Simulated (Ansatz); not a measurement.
# ZnSe (Stilleite) (F-43m) in Ansatz: a series of runs

One crystal, ZnSe (Stilleite), is run at these levels: PBE; tasks: single point.

Program: Ansatz 0.2.0. These are calculated values, not measurements. Logs are shortened: lines on timing, memory, paths and dates and some standing lists are left out, and cuts for length are marked.

**The experiment to reproduce.**

From “Alloy Disordering Effects on the Thermal Conductivity and Energy Gap Temperature Dependence of Cd1−xZnxSe Ternary Crystals Grown by the Bridgman Method”, 2023, pmc:10253836, for a bulk crystal of ZnSe at 300 K: band gap 2.695 ± 0.003 eV (an exciton energy, a little under the gap).

How close the calculation comes is told below.

### 1 The structure

The structure is cubic, space group F-43m (No. 216). Conventional cell: a = 5.668 Å, b = 5.668 Å, c = 5.668 Å, α = 90.00°, β = 90.00°, γ = 90.00°. Se (site symmetry -43m) has 4 Zn at 2.45 Å as nearest neighbours. Zn (site symmetry -43m) has 4 Se at 2.45 Å as nearest neighbours.

### 2 Single point, PBE

File input.yaml:

```yaml
crystal:
  lattice:
    - [0.0, 2.8338, 2.8338]
    - [2.8338, 0.0, 2.8338]
    - [2.8338, 2.8338, 0.0]
  atoms:
    - { symbol: Se, position: [0.75, 0.75, 0.75] }
    - { symbol: Zn, position: [0.0, 0.0, 0.0] }
kpoints:
  mp_grid: { grid: [6, 6, 6] }
scf:
  occupations: { method: fermi_dirac, width: 0.06 }
hamiltonian:
  xc: pbe
  pseudopotentials: { kind: all_electron, lapw: { basis_error: 0.002 } }
output:
  forces: true
  stress: true
  eigenvalues: true
```

Potentials or basis: all-electron LAPW, scalar-relativistic.

On the command line:

```
$ ansatz run input.yaml --threads 1 --pin off --max-ram 3072MiB --backend cpu --events-out ev --progress --plain --runs-dir out
```

The program printed:

```text
Warning: RAYON_NUM_THREADS=1 ignored (pool sized by the plan → 1); use --threads N
LAPW: plane waves up to 8.666 Å⁻¹, error target 2.0e-3 eV per atom; small_component_spin mean_spin; Zn in spheres of 1.249 Å, 20 of its electrons in bands, Dirac shells []; Se in spheres of 1.205 Å, 24 of its electrons in bands, Dirac shells [] (how accurate: hamiltonian.pseudopotentials.lapw.basis_error, Limitations)
Engine: ansatz 0.2.0, aarch64-unknown-linux-gnu
Pseudopotentials: kind: all_electron
Pseudopotential: Se, LAPW, valence charge 24, lapw/all_electron/scalar/gaussian/Se, Koelling and Harmon's equation, gaussian nucleus
Pseudopotential: Zn, LAPW, valence charge 20, lapw/all_electron/scalar/gaussian/Zn, Koelling and Harmon's equation, gaussian nucleus
Functional definition: PBE
  parameter kappa = 0.804
  parameter beta = 0.06672455060314922
  exchange = pbe_x(kappa = kappa, mu = beta*pi^2/3)
  correlation = pbe_c(beta = beta)
Crystal: 2 atoms, lattice volume = 45.513 Å³
Basis set: ecut = 286.1301012100988 eV, 531 PW (Γ), exchange–correlation at level 2
Bands: 27, of which v1, the nominal top of the filled ones, is band 22 counted from 1 (21 counted from 0)
Symmetry: 24 space group operations
Space group: F-43m (ITA 216), of the structure as read, at distance tolerance 3.6e-5 Å
k-points: 16 of 216 (time reversal used)
Non-local potential: Se, projectors of the file, none
Non-local potential: Zn, projectors of the file, none
Initial density: superposition of atomic densities (chi_scale 0.1, normalization cell, long waves kept (reshape's long-wave potential 0.00 eV rms))
Initial wavefunctions: plane waves of lowest kinetic energy (no species holds an atomic orbital)
Functional: x = pbe(κ = 0.804, μ = 0.2195149727645171), c = pbe(β = 0.06672455060314922)
iter 1 solved again at ethr=1.63e-3 eV; its pass at ethr=1.00e-1 eV (dr2=7.17e-1 eV) is discarded
SCF iter   1: F=—  HF=-115000.388527 eV  |F-HF|=—  |Δ(HF+E_count)|=         —  Δρ=3.07e-2  dr2=7.18e-1  ethr=1.63e-3  ⟨swp⟩=2.0  Hψ=2716  notcnv=0
preconditioner: auto → none  [insulator: Δε(μ)=1.545 eV  Ē_g=12.183 eV  σ=0.060 eV  W_gap=1.00  n_scr=14 (ndim 8)  ℏωp=23.4 eV  f_vac=0.191  D(μ)=0.00/eV (n_scr^D=0)  ε∞_Penn≈4.7]
iter 2 solved again at ethr=7.22e-5 eV; its pass at ethr=1.63e-3 eV (dr2=3.18e-2 eV) is discarded
SCF iter   2: F=—  HF=-115000.171883 eV  |F-HF|=—  |Δ(HF+E_count)|=   2.17e-1  Δρ=9.46e-3  dr2=3.18e-2  ethr=7.22e-5  ⟨swp⟩=2.0  Hψ=2207  notcnv=0
SCF iter   3: F=—  HF=-115000.103756 eV  |F-HF|=—  |Δ(HF+E_count)|=   6.81e-2  Δρ=6.31e-3  dr2=1.52e-2  ethr=7.22e-5  ⟨swp⟩=3.0  Hψ=1394  notcnv=0
SCF iter   4: F=—  HF=-115000.096930 eV  |F-HF|=—  |Δ(HF+E_count)|=   6.83e-3  Δρ=2.96e-3  dr2=3.49e-3  ethr=3.46e-5  ⟨swp⟩=2.0  Hψ=1226  notcnv=0
SCF iter   5: F=—  HF=-115000.097160 eV  |F-HF|=—  |Δ(HF+E_count)|=   2.30e-4  Δρ=5.99e-4  dr2=1.10e-4  ethr=7.94e-6  ⟨swp⟩=2.0  Hψ=1228  notcnv=0
SCF iter   6: F=—  HF=-115000.097178 eV  |F-HF|=—  |Δ(HF+E_count)|=   1.81e-5  Δρ=8.96e-5  dr2=2.77e-6  ethr=2.51e-7  ⟨swp⟩=2.3  Hψ=1231  notcnv=0
SCF iter   7: F=-115000.097184 eV  HF=-115000.097184 eV  |F-HF|=5.27e-8  |Δ(HF+E_count)|=   6.38e-6  Δρ=1.17e-5  dr2=5.93e-8  ethr=6.29e-9  ⟨swp⟩=3.0  Hψ=1298  notcnv=0
SCF 1 converged in 7 iterations: F = -115000.097184 eV  dr2 = 5.93e-8
SCF converged after 7 iterations
Free energy (F): -115000.097184 eV
Harris-Foulkes:  -115000.097184 eV  (|F-HF|=5.27e-8)
Internal energy: -115000.097184 eV  (E = F + TS)
E sigma→0 (E₀):  -115000.097184 eV
Entropy (-TS):   -0.000001 eV (-0.000 meV/atom)
Fermi energy:    8.726158 eV
--- Per-component energies (eV) ---
  E_band       = -2238.018511
  E_kinetic    = 117467.995641
  E_xc         = -4346.742279
  E_electrostatic = -228121.350545  (all electrons and nuclei)
  E_smearing   = -0.000001  (= −TS)
  E_closure    = 0.000000  (closes the sum)
  E_atoms      = -114994.086913  (free atoms, spherical and without spin; not in F)
  Σ components = -115000.097184   (vs F -115000.097184, Δ=0.00e0)
  Basis errors (estimates in eV, not in F): energy 8.6e-4 per atom: plane waves 7.7e-4 (4.6e-4 summed), levels above the bands 4.7e-72, relativity 4.5e-8, radial functions 8.9e-5, core shells 5.0e-10; eigenvalues (radial functions only) 2.3e-6; not estimated: angular momenta, meshes, grids; target (lapw.basis_error) 2.0e-3; muffin-tin radii Zn 1.249 Å, Se 1.205 Å
--- Forces (eV/Å), atoms counted from 1 ---
  atom   1  Se    -0.00000000     0.00000000     0.00000000
  atom   2  Zn     0.00000000    -0.00000000     0.00000000
  max |Σ_I F_I| component: 3.70e-17 eV/Å
--- Stress (GPa, compression-positive) ---
        2.149899       0.000000      -0.000000
        0.000000       2.149899       0.000000
       -0.000000       0.000000       2.149899
  P = ⅓ Tr σ = 2.1499 GPa (21.499 kbar)
--- Band table (eV; the first three rows and the last of 16) ---
  k-point 0: bands = ["-199.1210", "-138.5878", "-138.5878", "-138.5878", "-117.1576", "-71.3259", "-71.3259", "-71.3259", "-38.8053", "-38.8053", "-38.8053", "-38.8011", "-38.8011", "-5.2134", "1.5043", "1.5043", "1.5043", "1.8743", "1.8743", "8.0463", "8.0463", "8.0463", "9.3352", "13.8558", "13.8558", "13.8558", "17.9756"]
  k-point 1: bands = ["-199.1210", "-138.5878", "-138.5878", "-138.5878", "-117.1576", "-71.3260", "-71.3259", "-71.3259", "-38.8053", "-38.8053", "-38.8053", "-38.8011", "-38.8011", "-5.0390", "1.5208", "1.5309", "1.5309", "1.8726", "1.8726", "6.1423", "7.7940", "7.7940", "10.5976", "13.9222", "14.2580", "14.2580", "18.5203"]
  k-point 2: bands = ["-199.1210", "-138.5878", "-138.5878", "-138.5878", "-117.1575", "-71.3260", "-71.3260", "-71.3260", "-38.8053", "-38.8052", "-38.8052", "-38.8011", "-38.8011", "-4.6478", "1.5757", "1.5757", "1.6750", "1.8808", "1.8808", "3.9920", "7.3668", "7.3668", "10.7283", "14.5297", "14.5297", "15.6155", "18.4683"]
  k-point 15: bands = ["-199.1210", "-138.5878", "-138.5878", "-138.5878", "-117.1575", "-71.3260", "-71.3260", "-71.3260", "-38.8054", "-38.8051", "-38.8050", "-38.8011", "-38.8010", "-4.1528", "1.6020", "1.7211", "1.7937", "1.8887", "2.1455", "3.3442", "5.4239", "5.4960", "12.5162", "12.8558", "16.3159", "16.6530", "19.6953"]
```

Wall time 7.6 s (1 thread of Arm Neoverse V2, shared host); peak memory 0.25 GiB.

What came out:

* Free energy: -115000.0972 eV
* Pressure: 2.1 GPa
* Band gap on the k mesh: 1.29 eV, direct

Levels at points of the mesh, in eV from the valence-band top:
```
             k point  band 18  band 19  band 20  band 21  band 22  band 23  band 24  band 25  band 26  band 27
  (0.00, 0.00, 0.00)    -6.17    -6.17     0.00     0.00     0.00     1.29     5.81     5.81     5.81     9.93
 (0.00, 0.00, -0.50)    -6.15    -6.01    -5.22    -0.87    -0.87     2.54     6.39     6.39     8.57    10.97
(0.00, -0.50, -0.50)    -6.12    -5.99    -4.75    -2.18    -2.18     2.99     3.46    10.73    11.25    11.25
```

### 3 Single point, PBE

File input.yaml:

```yaml
crystal:
  lattice:
    - [0.0, 2.8338, 2.8338]
    - [2.8338, 0.0, 2.8338]
    - [2.8338, 2.8338, 0.0]
  atoms:
    - { symbol: Se, position: [0.75, 0.75, 0.75] }
    - { symbol: Zn, position: [0.0, 0.0, 0.0] }
kpoints:
  mp_grid: { grid: [8, 8, 8] }
scf:
  occupations: { method: gaussian, width: 0.012 }
hamiltonian:
  xc: pbe
  pseudopotentials: { kind: all_electron, lapw: { basis_error: 0.001 } }
output:
  forces: true
  stress: true
  eigenvalues: true
```

Potentials or basis: all-electron LAPW, scalar-relativistic.

On the command line:

```
$ ansatz run input.yaml --threads 1 --pin off --max-ram 3072MiB --backend cpu --events-out ev --progress --plain --runs-dir out
```

It took 15 s on 1 thread of Arm Neoverse V2, shared host; peak memory 0.29 GiB.

The run converged. Its results:

```yaml
Free_energy: -115000.1030 eV
Pressure: 2.1 GPa
Band_gap_on_the_k_mesh: 1.29 eV, direct
```

Levels at points of the mesh, in eV from the valence-band top:
```tsv
k point	band 19	band 20	band 21	band 22	band 23	band 24	band 25	band 26
(0.00, 0.00, 0.00)	-6.17	0.00	0.00	0.00	1.29	5.81	5.81	5.81
(0.00, 0.00, -0.50)	-6.01	-5.22	-0.87	-0.87	2.55	6.39	6.39	8.57
(0.00, -0.50, -0.50)	-5.99	-4.75	-2.18	-2.18	2.99	3.47	10.73	11.25
```

### 4 Against experiment

Step 2. Measured gap of ZnSe: 2.695 eV (an exciton energy, a little under the gap; 300 K; “Alloy Disordering Effects on the Thermal Conductivity and Energy Gap Temperature Dependence of Cd1−xZnxSe Ternary Crystals Grown by the Bridgman Method”, 2023, pmc:10253836). This calculation gives 1.29 eV (-1.41 eV). So large a miss can be the level of theory's own, or it may mean another phase, state or a wrong row. Spin-orbit coupling on Se is left out. The value is that of PBE, without temperature or zero-point motion. Semilocal functionals fall short of measured gaps as a rule.

Step 3. Against the measured gap of ZnSe, 2.695 eV (an exciton energy, a little under the gap; 300 K; “Alloy Disordering Effects on the Thermal Conductivity and Energy Gap Temperature Dependence of Cd1−xZnxSe Ternary Crystals Grown by the Bridgman Method”, 2023, pmc:10253836), the calculated 1.29 eV is off by -1.40 eV. So large a miss can be the level of theory's own, or it may mean another phase, state or a wrong row. Spin-orbit coupling on Se is left out. The value is that of PBE, without temperature or zero-point motion. Semilocal functionals fall short of measured gaps as a rule.
